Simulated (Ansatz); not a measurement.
This SnSe2 structure is the end of a relaxation. The cell was found from a structure generator's guess, not taken from experiment.

Computed with Ansatz 0.2.0, DFT PBE, scalar-relativistic, plane waves, PAW. Cutoff 420 eV, Γ-centred mesh, Gaussian smearing, no spin polarisation.

```xyz
6
Lattice="5.5443 0.0000 0.0000 -2.7722 4.8015 0.0000 0.0000 0.0000 5.8322" Properties=species:S:1:pos:R:3 pbc="T T T"
Sn    0.0000    3.2010    5.3425
Sn    2.7722    1.6005    5.3425
Se    2.7722    0.0000    2.2555
Se   -1.3861    2.4008    2.2555
Se    1.3861    2.4008    2.2555
Se    0.0000    0.0000    5.1107
```

The zero of energy is the elements' standard structures at the same level; no fitted shifts are applied. The references include grey tin.

(1) What space group does it have?

(2) How far does it lie from the elements in energy?

(3) Is it a metal?

Results:

(1) P6mm (No. 183). Conventional cell: a = 5.544 Å, c = 5.832 Å. Sn is surrounded by 6 Se at 3.18–3.21 Å, 3 Sn at 3.20 Å and 3 Se at 3.48 Å; Se on a site of symmetry 2mm is surrounded by 4 Se at 2.77 Å, 2 Sn at 3.18 Å and 2 Sn at 3.48 Å; Se on a site of symmetry 6mm has 6 Sn at 3.21 Å.

(2) +0.06 eV/atom. It can't be a ground state, since the elements alone are lower.

(3) Yes, bands cross the Fermi level on the 12×12×6 mesh.

The last run used a 12×12×6 mesh (in the run's order of axes) for its 6-atom cell and Gaussian smearing of 0.10 eV. The reference form of Se is held partly by dispersion forces, which this level lacks. Symmetry constrained the relaxation, so the result can be a saddle point. Another cell of SnSe2 relaxed alike, in P-3m1 (a cell as deposited in COD), lies 0.40 eV/atom lower, so this cell isn't the stable form at this level.
